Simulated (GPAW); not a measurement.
The K K edge of atom 1 in KF (Carobbiite, Fm-3m), with 6 F at 2.67 Å (octahedral, site symmetry m-3m), was computed in 2 ways: full core hole (charged cell) and no core hole. Program and functional: GPAW, PBE, Gaussian full width 0.9 eV up to 4 eV, rising linearly to 3.5 eV at 25 eV; cells of 2 and 12 atoms (the run without a hole in the smaller).

Each run is counted from its own lowest empty level or Fermi level and scaled to a mean of 1 over its first 20 eV.

```tsv
E (eV)	run 1	run 2
-2.0	0.00	0.00
-1.0	0.00	0.00
0.0	0.01	0.01
1.0	0.05	0.08
2.0	0.31	0.28
3.0	2.15	0.97
4.0	1.61	1.62
5.0	0.41	0.57
6.0	0.49	0.38
7.0	0.51	0.33
8.0	0.77	0.47
9.0	1.33	0.70
10.0	2.11	1.03
11.0	2.61	1.91
12.0	2.14	2.80
13.0	1.21	2.38
14.0	0.75	1.49
15.0	0.67	1.13
16.0	0.66	0.94
17.0	0.62	0.88
18.0	0.58	0.83
19.0	0.58	0.78
20.0	0.66	0.81
21.0	0.80	0.90
22.0	0.93	0.98
23.0	1.00	1.06
24.0	1.06	1.12
25.0	1.06	1.16
26.0	1.00	1.15
27.0	0.92	1.10
28.0	0.85	1.03
29.0	0.78	0.94
30.0	0.70	0.84
```

Q: Which run is which?

Run 1: full core hole (charged cell) (area from −2 to 6 eV 4.8, main maxima 3.4 eV (2.63), 11.0 eV (2.61) and 24.6 eV (1.07)). Run 2: no core hole (area from −2 to 6 eV 3.7, main maxima 3.8 eV (1.71), 12.2 eV (2.84) and 25.2 eV (1.16)). With each curve scaled to its own mean, the area from −2 to 6 eV with the hole is 4.8 against 3.7, and the centre of weight from −1 to 20 eV moves by -1.4 eV: the hole pulls the absorber's empty states down.

[Banner, clock and machine lines of the logs are left out without a mark of their own.]

[Logs are printed without paths, hosts, clocks, repeated set-up lines and the standing remarks that a program may print on its own settings, such as how far it seeks lower states.]

[Hosts, paths, dates, database ids (printed as entryN), source tags and the programs' standing remarks are cut or masked in the printed files.]

[Lists of maxima count a maximum above −3 eV only where it reaches 4 % of the highest in the window and stands out from its surroundings by 2 % of it (1.5 % where it reaches 55 %); shoulders and weaker maxima are passed over, and of the rest the first, up to two pre-edge ones and the few strongest are named.]
